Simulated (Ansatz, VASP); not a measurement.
# One calculation of Au, two programs

```
CELL_PARAMETERS angstrom
0.00000 2.02134 2.02134
2.02134 0.00000 2.02134
2.02134 2.02134 0.00000
ATOMIC_POSITIONS crystal
Au 0.00000 0.00000 0.00000
```

Alike in both runs: task single point; functional SVWN5; k mesh 11 × 11 × 11; occupations fermi-dirac, width 0.05 eV; no spin polarisation.

|  | VASP | Ansatz |
| --- | --- | --- |
| version | VASP 6.6.1 | Ansatz 0.2.0 |
| potentials or method | VASP PAW PBE potentials, release 64 (Au) | Ansatz PAW |
| plane-wave cutoff (eV) | 520 | 420 |
| valence electrons in the cell | 11 | 19 |

```csv
,VASP,Ansatz,Ansatz less VASP
gap on the k mesh at the Fermi level (eV),none,none,-
pressure (GPa),0.3,0.6,+0.26
```

A gap of «none» marks a metal or a gap that the smearing closes. The two sets of potentials don't hold the same shells in valence.

Caveats: the PAW data sets were made with another functional, which shifts forces and pressure a little (VASP); the PAW data sets come from PBE, with cores solved anew for the run's functional, which leaves a small shift of forces and pressure (Ansatz). Spin-orbit coupling is left out, which matters for the levels of Au.
